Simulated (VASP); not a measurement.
# CaF2 (Fm-3m) in VASP: single point with PBE

Aim: the single point of CaF2 with PBE.

Program: VASP 6.6.1. These are calculated values, not measurements. Logs are shortened: lines on timing, memory, paths and dates and some standing lists are left out, and cuts for length are marked.

## (1) The crystal as given

The structure is cubic, space group Fm-3m (No. 225). The conventional cell has a = 5.516 Å, b = 5.516 Å, c = 5.516 Å, α = 90.00°, β = 90.00°, γ = 90.00°. Ca (site symmetry m-3m) has 8 F at 2.39 Å as nearest neighbours. F (site symmetry -43m) is surrounded by 4 Ca at 2.39 Å.

The cell comes from a database or a generator and needn't be the stable form of this composition.

## (2) Single point, PBE

INCAR reads:

```
PREC = Accurate ; ENCUT = 520
EDIFF = 1E-6 ; ISMEAR = 0
SIGMA = 0.1 ; LREAL = False
LASPH = True ; NELM = 100
ALGO = Fast ; ISIF = 2
LWAVE = False ; LCHARG = False
GGA = PE ; NBANDS = 19
```

KPOINTS reads:

```
Automatic mesh
0
Gamma
  6 6 6
```

POSCAR reads:

```
CaF2
1.0
    0.0000000000      2.7580260000      2.7580260000
    2.7580260000      0.0000000000      2.7580260000
    2.7580260000      2.7580260000      0.0000000000
Ca F
1 2
Direct
    0.0000000000      0.0000000000      0.0000000000
    0.7500000000      0.7500000000      0.7500000000
    0.2500000000      0.2500000000      0.2500000000
```

Potentials or basis: VASP PAW PBE potentials, release 64 (Ca_sv, F).

Launch:

```
$ cat potpaw_PBE.64/Ca_sv/POTCAR potpaw_PBE.64/F/POTCAR > POTCAR
$ mpirun -np 1 vasp_std > vasp.out
```

OUTCAR:

```text
PREC = Accurate
   ENCUT = 520
   EDIFF = 1E-6
   ISMEAR = 0
   LREAL = False
   LASPH = True
   NELM = 100
   ISIF = 2
   GGA = PE

 ion  position               nearest neighbor table
   1  0.000  0.000  0.000-   2 2.39   2 2.39   2 2.39   2 2.39   3 2.39   3 2.39   3 2.39   3 2.39

   2  0.750  0.750  0.750-   1 2.39   1 2.39   1 2.39   1 2.39
   3  0.250  0.250  0.250-   1 2.39   1 2.39   1 2.39   1 2.39

  LATTYP: Found a face centered cubic cell.
 ALAT       =     5.5160520000

  Lattice vectors:

 A1 = (   0.0000000000,   2.7580260000,   2.7580260000)
 A2 = (   2.7580260000,   0.0000000000,   2.7580260000)
 A3 = (   2.7580260000,   2.7580260000,   0.0000000000)

Analysis of symmetry for initial positions (statically):
=====================================================================
 Subroutine PRICEL returns:
 Original cell was already a primitive cell.

 Routine SETGRP: Setting up the symmetry group for a
 face centered cubic supercell.

 Subroutine GETGRP returns: Found 48 space group operations
 (whereof 48 operations were pure point group operations)
 out of a pool of 48 trial point group operations.

The static configuration has the point symmetry O_h .

Analysis of symmetry for dynamics (positions and initial velocities):
=====================================================================
 Subroutine PRICEL returns:
 Original cell was already a primitive cell.

 Routine SETGRP: Setting up the symmetry group for a
 face centered cubic supercell.

 Subroutine GETGRP returns: Found 48 space group operations
 (whereof 48 operations were pure point group operations)
 out of a pool of 48 trial point group operations.

The dynamic configuration has the point symmetry O_h .

 Subroutine INISYM returns: Found 48 space group operations
 (whereof 48 operations are pure point group operations),
 and found     1 'primitive' translations

----------------------------------------------------------------------------------------

                                     Primitive cell

  volume of cell :      41.9590

  direct lattice vectors                    reciprocal lattice vectors
     0.000000000  2.758026000  2.758026000    -0.181289081  0.181289081  0.181289081
     2.758026000  0.000000000  2.758026000     0.181289081 -0.181289081  0.181289081
     2.758026000  2.758026000  0.000000000     0.181289081  0.181289081 -0.181289081

  length of vectors
[... 74 lines left out ...]
   NELM   =    100;   NELMIN=  2; NELMDL= -5     # of ELM steps
   EDIFF  = 0.1E-05   stopping-criterion for ELM
   LREAL  =      F    real-space projection
   EDIFFG = 0.1E-04   stopping-criterion for IOM
   NSW    =      0    number of steps for IOM
   IBRION =     -1    ionic relax: 0-MD 1-quasi-New 2-CG
   NFREE  =      0    steps in history (QN), initial steepest desc. (CG)
   ISIF   =      2    stress and relaxation
   ISYM   =      2    0-nonsym 1-usesym 2-fastsym
   POTIM  = 0.5000    time-step for ionic-motion
   TEBEG  =    0.0;   TEEND  =   0.0 temperature during run
   PSTRESS=    0.0 pullay stress
   NELECT =      24.0000    total number of electrons
   NUPDOWN=      -1.0000    fix difference up-down
   EMIN   =  10.00;   EMAX   =-10.00  energy-range for DOS
   EFERMI =   0.00;   METHOD = LEGACY
   ISMEAR =     0;   SIGMA  =   0.10  broadening in eV -4-tet -1-fermi 0-gaus
   EFERMI_NEDOS =   21; number of points for ismear=-14 and -15
   IALGO  =     68    algorithm
   IMIX   =      4    mixing-type and parameters
     AMIX     =   0.40;   BMIX     =  1.00
     AMIX_MAG =   1.60;   BMIX_MAG =  1.00
  volume/ion in A,a.u.               =      13.99        94.38
  Fermi-wavevector in a.u.,A,eV,Ry     =   1.358950  2.568044 25.126502  1.846746
  Thomas-Fermi vector in A             =   2.485740
   LORBIT       =      0    0 simple, 1 ext, 2 COOP (PROOUT), +10 PAW based schemes
   GGA     = PE    functional components
   LHFCALC =     F    Hartree Fock is set to
   AEXX    =    0.0000 exact exchange contribution
   IVDW    =     0    specifies the selected vdW correction
   LEPSILON=     F    determine dielectric tensor
   LRPA    =     F    only Hartree local field effects (RPA)
 non-spin polarized calculation
 RMM-DIIS sequential band-by-band and
 Gauss-broadening in eV      SIGMA  =   0.10
  energy-cutoff  :      520.00
  volume of cell :       41.96
 maximum number of plane-waves:      1158
 NGX is ok and might be reduce to    30
   NGX = 15   NGY = 15   NGZ = 15

 number of electron      23.9999997 magnetization

 Free energy of the ion-electron system (eV)
  ---------------------------------------------------
  ext. energy  EPLUGINS =         0.00000000
  ---------------------------------------------------
  free energy    TOTEN  =       -17.34077618 eV

  energy without entropy =      -17.34077618  energy(sigma->0) =      -17.34077618

 E-fermi :  -0.5718     XC(G=0):  -9.4857

 val. band max:       -1.1225501758   @ k =   0.5000   0.5000   0.0000
 cond. band min:       5.9814810405   @ k =   0.0000   0.0000   0.0000
 fundamental gap:      7.1040312163
 Fermi energy:        -0.5717725618

 k-point     1 :       0.0000    0.0000    0.0000
  band No.  band energies     occupation
      1     -37.2931      2.00000
      2     -20.9863      2.00000
      3     -20.2581      2.00000
      4     -18.2318      2.00000
      5     -18.2318      2.00000
      6     -18.2318      2.00000
[... 329 lines left out ...]
      6     -17.7499      2.00000
[... 11 lines left out ...]
     18      13.1411      0.00000
     19      13.1702      0.00000

------------------------ aborting loop because EDIFF is reached ----------------------------------------

  FORCE on cell =-STRESS in cart. coord.  units (eV):
  Direction    XX          YY          ZZ          XY          YZ          ZX
  --------------------------------------------------------------------------------------
  -------------------------------------------------------------------------------------
  Total       -0.0045297     -0.0045297     -0.0045297      0.0000000      0.0000000     -0.0000000
  in kB       -0.1729625     -0.1729625     -0.1729625      0.0000000      0.0000000     -0.0000000
  external PRESSURE =      -0.1729625 kB  Pullay stress =       0.0000000 kB

 VOLUME and BASIS-vectors are now :
 -----------------------------------------------------------------------------
  energy-cutoff  :      520.00
  volume of cell :       41.96
      direct lattice vectors                 reciprocal lattice vectors
     0.000000000  2.758026000  2.758026000    -0.181289081  0.181289081  0.181289081
     2.758026000  0.000000000  2.758026000     0.181289081 -0.181289081  0.181289081
     2.758026000  2.758026000  0.000000000     0.181289081  0.181289081 -0.181289081

 POSITION                                       TOTAL-FORCE (eV/Angst)
 -----------------------------------------------------------------------------------
      0.00000      0.00000      0.00000         0.000000     -0.000000      0.000000
      4.13704      4.13704      4.13704        -0.000000     -0.000000     -0.000000
      1.37901      1.37901      1.37901         0.000000      0.000000      0.000000
 -----------------------------------------------------------------------------------
    total drift:                                0.000000     -0.000000      0.000000

  FREE ENERGIE OF THE ION-ELECTRON SYSTEM (eV)
  ---------------------------------------------------
  free  energy   TOTEN  =       -17.3407761765 eV

  energy  without entropy=      -17.3407761765  energy(sigma->0) =      -17.34077618
```

stdout:

```text
POSCAR found type information on POSCAR CaF
 POSCAR found :  2 types and       3 ions
 scaLAPACK will be used
 LDA part: xc-table for (Slater+PW92), standard interpolation
 POSCAR, INCAR and KPOINTS ok, starting setup
 FFT: planning ... GRIDC
 FFT: planning ... GRID_SOFT
 FFT: planning ... GRID
 WAVECAR not read
 entering main loop
```

It took 10 s on 1 thread of Intel Xeon 6975P-C (Granite Rapids), shared host; peak memory 0.16 GiB.

Results:

```yaml
Free_energy: -17.3408 eV
Pressure: 0.0 GPa
Band_gap_on_the_k_mesh: 7.10 eV, indirect (least direct gap 7.36 eV)
```

A k mesh can miss the band edges. PBE gaps usually lie below the measured ones, often by a third to a half.
